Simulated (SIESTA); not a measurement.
Runs of SIESTA 5.4.2 on Si2W. Symmetry: I4/mmm, No. 139, tetragonal system. The conventional cell has a = 3.214 Å, b = 3.214 Å, c = 7.830 Å, α = 90.00°, β = 90.00°, γ = 90.00°. Around W (site symmetry 4/mmm) lie 10 Si at 2.62 Å. Si (site symmetry 4mm) is surrounded by 5 Si at 2.59 to 2.63 Å and 5 W at 2.62 Å. 

```csv
task,level,potentials or basis,cell,k mesh,optimiser,force tolerance,stress tolerance (GPa),grid cutoff,gap on the mesh (eV),pressure (GPa),relaxed volume (Å³/atom),largest force (eV/Å)
single point,vdW-DF-cx,"PseudoDojo 0.4 standard (PBE files), DZP (energy shift 0.003 Ry; two zetas on semicore shells)",as given,8 × 8 × 8,-,-,-,800 Ry,none,(b),-,0.05
relaxation of cell and atoms,PBEsol,"PseudoDojo 0.4 standard (PBEsol files), DZP (energy shift 0.003 Ry; two zetas on semicore shells)",relaxed,9 × 9 × 9,Broyden,0.01 eV/Å,0.05,1200 Ry,none,0.0,13.43,0.01
single point,vdW-DF-C09,"PseudoDojo 0.4 standard (PBE files), DZP (energy shift 0.003 Ry; two zetas on semicore shells)",as given,8 × 8 × 8,-,-,-,800 Ry,none,2.2,-,0.05
relaxation of cell and atoms,PBE,"PseudoDojo 0.4 standard (PBE files), DZP (energy shift 0.003 Ry; two zetas on semicore shells)",relaxed,9 × 9 × 9,Broyden,0.01 eV/Å,0.05,1200 Ry,none,0.0,13.75,-
single point,vdW-DF,"PseudoDojo 0.4 standard (PBE files), DZP (energy shift 0.003 Ry; two zetas on semicore shells)",as given,8 × 8 × 8,-,-,-,800 Ry,none,(a),-,0.08
```

Alike in all rows: no spin polarisation; smearing fermi-dirac 0.05 eV; energy shift 0.003 Ry.

Question: Estimate the missing entries.

Answer: (a) 11.4; (b) 2.5.

Caveats: short orbitals over semicore shells can move pressures by several GPa; the basis of atomic orbitals isn't converged, which shifts pressures, moduli and gaps; the potentials were made for another functional, which shifts forces and pressure (some runs).

A k mesh can miss the band edges, and the runs leave out spin-orbit coupling on W.

A gap of «none» marks a metal or a gap under the smearing width.
